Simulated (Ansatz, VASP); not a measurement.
**Si3N: VASP beside Ansatz**

```
CELL_PARAMETERS angstrom
3.83334 0.00000 0.00000
0.00000 5.42117 0.00000
0.00000 0.00000 22.48776
ATOMIC_POSITIONS crystal
Si 0.50000 0.00000 0.17787
Si 0.00000 0.25000 0.17787
Si 0.00000 0.50388 0.26087
Si 0.50000 0.74612 0.26087
Si 0.50000 0.00860 0.34186
Si 0.00000 0.24140 0.34186
N 0.00000 0.84194 0.47972
N 0.00000 0.84194 0.52863
```

Alike in both runs: task single point; functional PBE; dispersion D3(BJ); k mesh 7 × 5 × 1; occupations gaussian, width 0.05 eV; no spin polarisation.

```csv
,VASP,Ansatz
version,VASP 6.6.1,Ansatz 0.2.0
potentials or method,"VASP PAW PBE potentials, release 64 (Si, N)","scalar-relativistic, plane waves, PAW"
plane-wave cutoff (eV),520,420
valence electrons in the cell,34,34
```

Ansatz gave:

* gap on the k mesh at the Fermi level (eV): none
* rms of the force components (eV/Å): 0.196
* work function, face that differs most (eV): 4.83

Q: What did VASP give for the same quantities?

A: gap on the k mesh at the Fermi level (eV): none; rms of the force components (eV/Å): 0.651; work function, face that differs most (eV): 4.83.

Atom by atom the forces differ by 0.519 eV/Å (rms over components). A gap of «none» marks a metal or a gap that the smearing closes. One of these differences is far larger than is usual between the two programs; its cause wasn't traced.

Caveats: the standard files for N, O and F lose accuracy on very short bonds.
